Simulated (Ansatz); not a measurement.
Structures of SnO₂: which is lowest?

Plane-wave DFT in Ansatz with scalar-relativistic PAW potentials, cutoff 420 eV, Γ-centred meshes chosen by cell and gap, Gaussian smearing with energies taken to zero width. Every cell was relaxed (cell and atoms) in a run of its own, within the symmetry of its start. Functional: LDA.

Relaxed structures (starts from databases or built by putting these elements on another compound's sites):
A. I-42d, 6 atoms in the computed cell, a = 5.756 Å, c = 7.574 Å; sites (symmetry × multiplicity) Sn -4.. × 4, O .2. × 8; start: built
B. P6_3/mmc, 6 atoms in the computed cell, a = 3.170 Å, c = 10.414 Å; sites (symmetry × multiplicity) Sn -3m. × 2, O 3m. × 4; start: database
C. P4_2/mnm, 6 atoms in the computed cell, a = 4.723 Å, c = 3.190 Å; sites (symmetry × multiplicity) Sn m.mm × 2, O m.2m × 4; start: database
D. R-3m, 3 atoms in the computed cell, a = 3.208 Å, c = 12.244 Å; sites (symmetry × multiplicity) Sn -3m × 3, O 3m × 6; start: database
E. I4_1/amd, 6 atoms in the computed cell, a = 3.972 Å, c = 10.180 Å; sites (symmetry × multiplicity) Sn -4m2 × 4, O 2mm. × 8; start: database

Q: Rank them by energy. Could pressure change the order?

A:
```csv
structure,group,E − E(lowest) (meV/atom),V (Å³/atom),gap on mesh (eV)
C,P4_2/mnm,0.0,11.86,1.16
E,I4_1/amd,90,13.39,1.73
D,R-3m,190,12.12,1.56
B,P6_3/mmc,234,15.10,2.26
A,I-42d,515,20.91,2.27
```

C is lowest, 90 meV/atom under E. The lowest is also the densest of these, so pressure wouldn't bring one of the others in at first order. Other structures may lie lower than all of these, and vibrations aren't counted.